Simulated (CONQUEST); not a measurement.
The system is TiO2.

```
Ti O
1.0
     2.95921    0.00000    0.00000
     0.00000    4.59984    0.00000
     0.00000    0.00000    4.59984
Ti O
2 4
Direct
  0.50000 0.00000 0.00000
  0.00000 0.50000 0.50000
  0.50000 0.30432 0.69568
  0.00000 0.80432 0.80432
  0.00000 0.19568 0.19568
  0.50000 0.69568 0.30432
```

The cell is a database's computed one.

Base run:

* Program: CONQUEST 1.3
* Functional: PBE
* Potentials or basis: PseudoDojo NC PBE, SZP, grid cutoff 150 Ha
* k mesh: 9 × 6 × 6
* Occupations: fermi-dirac, width 0.05 eV
* Spin: no spin polarisation

Its results: band gap on the k mesh 1.60 eV, direct; pressure 7.5 GPa; largest force 0.121 eV/Å.

**Question.** The run is repeated on the same cell with these changes: potentials or basis from PseudoDojo NC PBE, SZP, grid cutoff 150 Ha to PseudoDojo NC PBE, DZP, grid cutoff 150 Ha. What comes out?

**Answer.** Band gap on the k mesh 1.73 eV, direct; pressure 6.1 GPa; largest force 0.038 eV/Å.

Caveats: an odd mesh through Γ misses points on the zone boundary, where band edges often lie; the basis of atomic orbitals isn't converged, which shifts pressures, moduli and gaps; the atomic basis is small (some runs).

Not every run made on this cell is shown here.
